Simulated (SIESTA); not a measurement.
Crystal: TiC.

```
Ti C
1.0
     4.33144    0.00000    0.00000
     0.00000    4.33144    0.00000
     0.00000    0.00000    4.33144
Ti C
4 4
Cartesian
  0.0000 0.0000 0.0000
  0.0000 2.1657 2.1657
  2.1657 0.0000 2.1657
  2.1657 2.1657 0.0000
  2.1657 0.0000 0.0000
  0.0000 2.1657 0.0000
  0.0000 0.0000 2.1657
  2.1657 2.1657 2.1657
```

The cell is a database's computed one.

Base run:

```yaml
Program: SIESTA 5.4.2
Functional: PBE
Potentials_or_basis: PseudoDojo 0.5 standard (PBE files)
Basis: DZP (energy shift 0.003 Ry; two zetas on semicore shells)
Grid_cutoff: 800 Ry
Energy_shift: 0.003 Ry
k_mesh: 6 × 6 × 6
Occupations: fermi-dirac, width 0.05 eV
Spin: no spin polarisation
```

Its results: band gap on the k mesh none (metal or under the smearing width); pressure 1.2 GPa.

Question: The run is repeated on the same cell with these changes: potentials or basis from PseudoDojo 0.5 standard (PBE files) to SG15 1.2 (PBE files) or PseudoDojo by element. What comes out?

Answer: Band gap on the k mesh none (metal or under the smearing width); pressure 2.2 GPa.

Caveats: the basis of atomic orbitals isn't converged, which shifts pressures, moduli and gaps.

Not every run made on this cell is shown here.
